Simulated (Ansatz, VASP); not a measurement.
# One calculation of MgS (Niningerite), two programs

```xyz
2
Lattice="0.0000 2.6527 2.6527 2.6527 0.0000 2.6527 2.6527 2.6527 0.0000" Properties=species:S:1:pos:R:3 pbc="T T T"
S     2.6527    2.6527    2.6527
Mg    0.0000    0.0000    0.0000
```

Alike in both runs: task single point; functional r2SCAN; k mesh 9 × 9 × 9; occupations fermi-dirac, width 0.05 eV; no spin polarisation.

```csv
,VASP,Ansatz
version,VASP 6.6.1,Ansatz 0.2.0
potentials or method,"VASP PAW PBE potentials, release 64 (S, Mg)",Ansatz PAW
plane-wave cutoff (eV),520,500
valence electrons in the cell,8,16
```

```csv
,VASP,Ansatz,Ansatz less VASP
gap on the k mesh at the Fermi level (eV),3.43,3.46,+0.031
least direct gap on the mesh (eV),4.14,4.17,+0.027
pressure (GPa),-4.6,-4.1,+0.41
```

The two sets of potentials don't hold the same shells in valence.

Caveats: the PAW data sets were made with another functional, which shifts forces and pressure a little (VASP); an odd mesh through Γ misses points on the zone boundary, where band edges often lie (VASP); odd divisions of the mesh miss points on the zone boundary, where band edges often lie, so the gap on the mesh can be too wide (Ansatz); the PAW data sets come from PBE, with cores solved anew for the run's functional, which leaves a small shift of forces and pressure (Ansatz). r2SCAN opens gaps a little over a GGA but as a rule still falls short of measured ones.
